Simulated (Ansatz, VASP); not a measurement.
AgCl (Chlorargyrite): VASP beside Ansatz

INCAR

```
PREC = Accurate
ENCUT = 520
EDIFF = 1E-7
ISMEAR = -1
SIGMA = 0.05
LREAL = F
LASPH = T
NELM = 60
ALGO = Normal
ISIF = 2
LWAVE = F
LCHARG = F
GGA = PE
NBANDS = 16
```

The input KPOINTS:

```
regular mesh
0
Gamma
  8 8 8
```

The input POSCAR:

```
AgCl
1.0
    0.0000000000      2.7531131106      2.7531131106
    2.7531131106      0.0000000000      2.7531131106
    2.7531131106      2.7531131106      0.0000000000
Ag Cl
1 1
Direct
    0.0000000000      0.0000000000      0.0000000000
    0.5000000000      0.5000000000      0.5000000000
```

input.yaml

```yaml
crystal:
  lattice:
    - [0.0, 2.7531131106, 2.7531131106]
    - [2.7531131106, 0.0, 2.7531131106]
    - [2.7531131106, 2.7531131106, 0.0]
  atoms:
    - { symbol: Ag, position: [0.0, 0.0, 0.0] }
    - { symbol: Cl, position: [0.5, 0.5, 0.5] }
hamiltonian:
  xc: pbe
  pseudopotentials: { kind: paw }
kpoints:
  mp_grid: { grid: [8, 8, 8] }
scf:
  occupations: { method: fermi_dirac, width: 0.05 }
output:
  forces: true
  stress: true
  eigenvalues: true
```

Change from the starting cell: volume scaled by 1.02.

Alike in both runs: task single point; functional PBE; k mesh 8 × 8 × 8; occupations fermi-dirac, width 0.05 eV; no spin polarisation.

|  | VASP | Ansatz |
| --- | --- | --- |
| version | VASP 6.6.1 | Ansatz 0.2.0 |
| potentials or method | VASP PAW PBE potentials, release 64 (Ag, Cl) | Ansatz PAW |
| plane-wave cutoff (eV) | 520 | 420 |
| valence electrons in the cell | 18 | 26 |

Ansatz gave:

* gap on the k mesh at the Fermi level (eV): 0.91
* least direct gap on the mesh (eV): 3.25
* pressure (GPa): 2.8

Problem. What did VASP give for the same quantities?

Solution. gap on the k mesh at the Fermi level (eV): 0.90; least direct gap on the mesh (eV): 3.25; pressure (GPa): 2.6.

The two sets of potentials don't hold the same shells in valence.

A k mesh can miss the band edges.
